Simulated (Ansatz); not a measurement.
# CdSe: a line through a two-coordinate scan

How does the energy of CdSe (F-43m, No. 216; 2 atoms in the cell) vary with normal strain along z, at engineering shear strain xz = −14.7 %?

Computed with Ansatz 0.2.0 (DFT PBEsol, scalar-relativistic, plane waves, PAW, unless a step's input says otherwise).

1 further run of the same task is left out (set aside as unsound or not needed).

**1. Starting point**

It takes space group F-43m (No. 216, cubic). The conventional cell has a = 6.083 Å, b = 6.083 Å, c = 6.083 Å, α = 90.00°, β = 90.00°, γ = 90.00°. Cd (site symmetry -43m) is surrounded by 4 Se at 2.63 Å. Se (site symmetry -43m) has 4 Cd at 2.63 Å as nearest neighbours.

As a file:

```xyz
2
Lattice="0.0000 3.0413 3.0413 3.0413 0.0000 3.0413 3.0413 3.0413 0.0000" Properties=species:S:1:pos:R:3 pbc="T T T"
Cd    0.0000    0.0000    0.0000
Se    4.5620    4.5620    4.5620
```

It goes back to an entry of the Materials Project, which need not be the stable form.

It is the result of an earlier relaxation at this level (volume 28.13 Å³/atom; gap on the mesh: 0.48 eV).

**2. The scan**

The energy is mapped over two homogeneous strains; x, y and z are the crystal's own axes (z along the conventional c), which in the input's Cartesian frame point along (1.00, 0.00, 0.00), (0.00, 0.00, -1.00), (0.00, 1.00, 0.00).

- engineering shear strain xz: 7 values from −22.0 to 22.0 %
- normal strain along z: 7 values from −15 to 15 %

Nothing else is relaxed (fractional coordinates fixed). Energies count from the relaxed crystal. Points are written as (first, second).

**3. Point (−14.7 %, −15 %)**

Input file input.yaml:

```yaml
crystal:
  lattice:
    - [-0.2230800596, 2.5851131655, 3.0413096065]
    - [3.0413096065, -0.2230800596, 3.0413096065]
    - [2.8182295469, 2.3620331059, 0.0]
  atoms:
    - { symbol: Cd, position: [0.0, 0.0, 0.0] }
    - { symbol: Se, position: [0.75, 0.75, 0.75] }
basis:
  ecutwfc: 420
kpoints:
  mp_grid: { grid: [10, 10, 10] }
hamiltonian:
  xc: pbesol
scf:
  occupations: { method: gaussian, width: 0.05 }
output:
  forces: true
  stress: true
  eigenvalues: true
```

The run is started by

```sh
$ ansatz run input.yaml --threads 1 --pin off --max-ram 2048MiB --backend cpu --events-out ev --progress --plain --runs-dir out
```

Further runs follow: the other points of the line.

**Question.** What will these runs give? Wanted: for each run, normal strain along z; energy; slope; pressure; largest force on an atom.

As calculated:

```
normal strain along z (%)  step  energy (meV/atom)  slope (meV/atom per %)  pressure (GPa)  band gap on the k-mesh (eV)  largest force on an atom (eV/Å)
                      −15     3                297                   −24.7            14.2                        0.111                             2.16
                      −10     4                192                   −17.3             9.1                        0.141                             1.72
                       −5     5                123                   −10.4             5.0                        0.201                             1.32
                        0     6                 87                    −4.1             1.8                        0.267                             0.98
                        5     7                 82                     1.6            −0.9                        0.311                             0.69
                       10     8                103                     6.7            −2.9                        0.310                             0.44
                       15     9                148                    11.2            −4.5                        0.268                             0.24
```

Energies count from the relaxed crystal. Slopes come from the forces (and the stress, where the cell changes), not from differences of energies.

**Reading.** Along the line the energy is lowest at 5 %, 82 meV/atom from the zero. Energies and slopes round the minimum, fitted together, put the minimum at 3.5 %, with a curvature of about 1.1 meV/atom per %². Divided by the reference volume, that is a stiffness of about 64 GPa for this pattern of strain, with the ions clamped. The highest point computed, at −15 %, lies 216 meV/atom above the lowest. This is one cut through a surface in two coordinates; the map's lowest point lies off it. A rigid map gives upper bounds: relaxing the other coordinates can only lower a point. The gap on the mesh closes on part of the grid.

The gaps are Kohn-Sham values of a semilocal functional, not quasiparticle or optical gaps. Such gaps usually fall short of the measured ones.
